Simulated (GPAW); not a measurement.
BN in GPAW: the effect of functional

BN:

```
N B
1.0
     2.50804    0.00000    0.00000
    -1.24671    2.17623    0.00000
    -0.63067   -1.08812    3.02254
N B
1 1
Direct
  0.66851 0.33238 0.98500
  0.97964 0.98350 0.00181
```

The cell comes from a database or a generator and needn't be the stable form of this composition.

Alike in all runs:

| Quantity | Value |
| --- | --- |
| Program | GPAW 26.7.0 |
| Task | dielectric tensor |
| Cutoff | 650 eV |
| Basis | pw |
| k mesh | 10 × 10 × 7 |
| Occupations | fermi-dirac, width 0.001 eV |
| Spin | no spin polarisation |

Task: One run gave: dielectric constant 3.70 mean. Which functional did it use?
A. AM05
B. GLLB-SC
C. PBEsol
D. LDA
E. RPBE

Result: B.

```csv
functional,potentials or basis,dielectric constant (mean)
LDA,the program's PAW data sets (release 1.2.1) made for this functional,4.47
AM05,PAW data sets generated in the run's folder for this functional,4.38
PBEsol,PAW data sets generated in the run's folder for this functional,4.42
RPBE,the program's PAW data sets (release 1.2.1) made for this functional,4.25
GLLB-SC,the program's PAW data sets (release 1.2.1) made for this functional,3.70
```

Caveats: the long-wavelength limit can be off by a per cent or two; a model potential gives levels but no total energy (some runs); response on these states lacks terms of the Hamiltonian (some runs).

Runs at the PBE level aren't shown here.
